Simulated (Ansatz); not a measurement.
# Random alloy of the diamond Si-Ge line, x = 0.125 (64 atoms): relaxation and levels of theory

Which bonds does the relaxation leave, and how do the Kohn-Sham gap, forces and pressure change with k-mesh and functional?

Calculated with Ansatz 0.2.0: Kohn-Sham DFT, PBE, PAW (set soft_2), plane waves; cutoff 420 eV, k-mesh 2×2×2, fermi-dirac smearing of 0.025 eV.

**The cell**

The cell holds 64 atoms: 56 Si and 8 Ge. Its edges and angles: a = 11.011 Å, b = 11.011 Å, c = 11.011 Å, α = 90.0°, β = 90.0°, γ = 90.0°. It derives from Si (diamond Si-Ge) and Ge, repeated 2×2×2. Diamond Si-Ge: 64 atoms, 8 of 64 Si sites given to Ge at random, cell and internal coordinates interpolated linearly between the end members (Vegard's rule); not relaxed, displaced by a Gaussian of 0.02 Å. Lattice constants are starting values near those of PBE.

Cell and atoms were relaxed with PBE. The walk converged after 4 steps by the program's count, with a largest force component of 9.4e-4 eV/Å; it began at an r.m.s. force component of 0.37 eV/Å. The edges went from 11.011, 11.011, 11.011 to 11.003, 11.003, 11.002 Å, and the volume from 20.858 to 20.812 Å³ an atom (-0.2 %).

The input of the reference single point:

```yaml
crystal:
  lattice:
    - [11.00268, -0.00016, -7.0e-05]
    - [-0.00016, 11.00279, -0.00012]
    - [-7.0e-05, -0.00012, 11.00248]
  atoms:
    - { symbol: Si, position: [0.99948, 0.99975, 0.00016] }
    - { symbol: Si, position: [0.12492, 0.12515, 0.12387] }
    - { symbol: Si, position: [0.0004, 0.24911, 0.24998] }
    - { symbol: Si, position: [0.12227, 0.37352, 0.37722] }
    [... 58 atom lines left out ...]
    - { symbol: Si, position: [0.75257, 0.7471, 0.50265] }
    - { symbol: Si, position: [0.87512, 0.87531, 0.62588] }
kpoints:
  mp_grid: { grid: [2, 2, 2] }
hamiltonian:
  xc: pbe
scf:
  occupations: { method: fermi_dirac, width: 0.025 }
output:
  forces: true
  stress: true
  populations: true
  dos:
    method: { smearing: { sigma: 0.08 } }
    de: 0.05
    projected: { site_lists: { Ge: [Ge], Si: [Si] } }
  eigenvalues: true
  write_density: true
  write_potential: true
  volumetric_format: npy
```

**Bonds after relaxation**

Bonds by pair of elements; cutoffs follow the first minimum of g(r), held within bounds set by covalent radii, and pairs that aren't listed don't count as bonded:

```csv
pair A-B,cutoff (Å),bonds,mean length (Å),spread (Å),shortest (Å),B about A,A about B
Si-Si,2.77,96,2.37,0.007,2.35,3.43,3.43
Si-Ge,2.83,32,2.42,0.003,2.41,0.571,4
```

How many atoms have how many bonded neighbours:

```csv
element,mean,4
Ge,4,8
Si,4,56
```

**Levels of theory**

Single points at the relaxed geometry:

```
functional  k-mesh  Kohn-Sham gap (eV)  pressure (GPa)  r.m.s. force component (eV/Å)  SCF cycles     time
       PBE   2×2×2               0.605            0.00                          0.001           7  1.8 min
       PBE   1×1×1               0.649            0.67                          0.009           8     12 s
     HSE06   1×1×1               1.271           -1.05                          0.027          19  2.8 min
    r2SCAN   2×2×2               0.791           -1.60                          0.028           7  3.7 min
    PBEsol   2×2×2               0.502           -1.97                          0.019           8  1.9 min
```

The gap is that between the highest filled and lowest empty Kohn-Sham level on the run's k-points. Cutoffs: 420 eV for PBE, HSE06 and PBEsol; 500 eV for r2SCAN. Times come from shared hosts and are rough.

**Findings**

The Kohn-Sham gap is 0.61 eV with PBE on the 2×2×2 mesh. On the 1×1×1 mesh HSE06 changes the gap by +0.62 eV against PBE. Carrying that shift over to the 2×2×2 mesh gives 0.61 + 0.62 = 1.23 eV, an estimate that takes the shift to be alike at all k-points. On the reference's mesh the gap changes with r2SCAN by +0.19 eV and PBEsol by -0.10 eV. Against the reference the pressure changes with r2SCAN by -1.6 GPa and PBEsol by -2.0 GPa; a negative change means a smaller volume than PBE would take.

Limits: All single points share the geometry relaxed with PBE. One random arrangement of the atoms on their sites. In some runs the program notes that the exchange threshold is loose for the stress, the SCF threshold is loose for the stress and it cut back its work space to fit the memory limit. Spin–orbit coupling is left out; it splits the top valence bands of compounds with Ge, As, Se, Sb or Te and narrows their gaps.

[Logs are printed without paths, hosts, clocks, repeated set-up lines and the standing remarks that a program may print on its own settings, such as how far it seeks lower states.]

[Hosts, paths, dates, database ids (printed as entryN), source tags and the programs' standing remarks are cut or masked in the printed files.]
